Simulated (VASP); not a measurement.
Wanted: the native input for a VASP 6.6.1 run.

```
Task                   : single point
Functional             : BLYP
Potentials or basis    : VASP PAW PBE potentials, release 64 (Al)
Cutoff                 : 520 eV
k mesh                 : 13 × 13 × 13
Occupations            : fermi-dirac, width 0.1 eV
Spin                   : no spin polarisation
Dipole correction      : no
Further INCAR settings : ALGO = Normal; EDIFF = 1e-07; NBANDS = 8
```

The structure of Al lies in POSCAR:

```
Al
1.0
    2.8604823551      0.0000000000      0.0000000000
    0.0000000000      2.8604823551      0.0000000000
    0.0000000000      0.0000000000      2.8604823551
Al
1
Direct
    0.0000000000      0.0000000000      0.0000000000
```

This isn't the form of Al at room conditions, which is fcc.

These files were run (other wordings do the same):

INCAR

```
PREC     = Accurate       # precision mode
ENCUT    = 520            # plane-wave cutoff, eV
EDIFF    = 1E-7           # SCF threshold, eV
ISMEAR   = -1             # smearing method
SIGMA    = 0.1            # smearing width, eV
LREAL    = False          # projectors in reciprocal space
LASPH    = True           # aspherical terms in the spheres
NELM     = 100            # most SCF steps
ALGO     = Normal         # electronic algorithm
ISIF     = 2              # what is computed and relaxed
LWAVE    = False          # write WAVECAR
LCHARG   = False          # write CHGCAR
GGA      = B5             # functional
ALDAX    = 1.0          
AGGAX    = 1.0          
AGGAC    = 1.0          
ALDAC    = 0.0          
NBANDS   = 8              # bands
```

KPOINTS

```
Automatic mesh
0
Gamma
  13 13 13
```

Potentials or basis: VASP PAW PBE potentials, release 64 (Al).

Command:

```sh
$ cat potpaw_PBE.64/Al/POTCAR > POTCAR
$ mpirun -np 1 vasp_std > vasp.out
```

It gave:

```yaml
Pressure: -2.6 GPa
Band_gap_on_the_k_mesh: none (metal or under the smearing width)
```

Caveat: the PAW data sets were made with another functional, which shifts forces and pressure a little.

It took 11 s on 1 thread of Intel(R) Xeon(R) Platinum 8259CL CPU @ 2.50GHz (Skylake/Cascade Lake), with other jobs on the host, peak memory 0.13 GiB.
